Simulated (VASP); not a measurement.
A run of VASP 6.6.1 is set up as follows.

The input INCAR:

```
SYSTEM = Si
PREC = Accurate
ENCUT = 520
EDIFF = 1E-7
ISMEAR = 0
SIGMA = 0.01
LREAL = .False.
LASPH = .True.
NELM = 100
ALGO = Normal
ISIF = 2
LWAVE = .False.
LCHARG = .False.
GGA = PS
ISYM = 0
NBANDS = 11
```

File KPOINTS:

```
Automatic mesh
0
Gamma
  8 8 8
  0.5 0.5 0.5
```

File POSCAR:

```
Si
1.0
    0.0000000000      2.7135600000      2.7135600000
    2.7135600000      0.0000000000      2.7135600000
    2.7135600000      2.7135600000      0.0000000000
Si
2
Direct
    0.7500000000      0.7500000000      0.7500000000
    0.5000000000      0.5000000000      0.5000000000
```

Potentials or basis: VASP PAW PBE potentials, release 64 (Si).

The run is started by

```console
$ cat potpaw_PBE.64/Si/POTCAR > POTCAR
$ mpirun -np 1 vasp_std > vasp.out
```

**Question.** Estimate the band gap on the k mesh.

**Answer.** 0.70 eV, indirect (least direct gap 2.67 eV).

**Question.** Predict the pressure.

**Answer.** 0.4 GPa.

Caveat: the PAW data sets were made with another functional, which shifts forces and pressure a little. A k mesh can miss the band edges.
